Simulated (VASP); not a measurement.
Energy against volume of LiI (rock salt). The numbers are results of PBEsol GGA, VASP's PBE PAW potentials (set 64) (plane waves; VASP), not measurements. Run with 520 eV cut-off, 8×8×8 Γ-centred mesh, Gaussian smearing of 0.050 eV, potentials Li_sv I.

| V (Å³/atom) | E (eV/atom) |
|---|---|
| 24.937 | -3.07653 |
| 25.708 | -3.07847 |
| 26.480 | -3.07712 |
| 27.251 | -3.07296 |

Fit these four points and predict the energy of the run at 24.166 Å³/atom.

A cubic in V^(−2/3), the third-order Birch-Murnaghan form, passes through the four points with V0 = 25.76 Å³/atom and B0 = 23 GPa, and gives -3.0707 eV/atom there. The run gave -3.0707 eV/atom, +0.0 meV/atom from the fit; all five points give B0 = 23 GPa.

The compound is LiI in the rock salt structure. It was relaxed first, which changed the volume by -6 %.
